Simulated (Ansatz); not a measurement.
The system is HfB2.

```xyz
3
Lattice="3.1400 0.0000 0.0000 -1.5700 2.7193 0.0000 0.0000 0.0000 3.4800" Properties=species:S:1:pos:R:3 pbc="T T T"
Hf    0.0000    0.0000    0.0000
B     1.5700    0.9064    1.7400
B     0.0000    1.8129    1.7400
```

Base run:

* Program: Ansatz 0.2.0
* Functional: PBEsol
* Potentials or basis: Ansatz PAW
* Cutoff: 420 eV (not typed: the program's choice for these potentials)
* k mesh: 10 × 10 × 8
* Occupations: fermi-dirac, width 0.05 eV
* Spin: no spin polarisation
* Hubbard terms: Hf d U = 3 eV

Its results: band gap on the k mesh none (metal or under the smearing width); pressure -1.4 GPa.

Question: The run is repeated on the same cell with these changes: hubbard terms from Hf d U = 3 eV to none; hubbard projectors from ortho-atomic (the default) to none. What comes out?

Answer: Band gap on the k mesh none (metal or under the smearing width); pressure -4.3 GPa.

Caveats: the PAW data sets come from PBE, with cores solved anew for the run's functional, which leaves a small shift of forces and pressure; U without spin polarisation on a metal has little footing (some runs); the U is typed as a test and isn't derived for this compound (some runs).
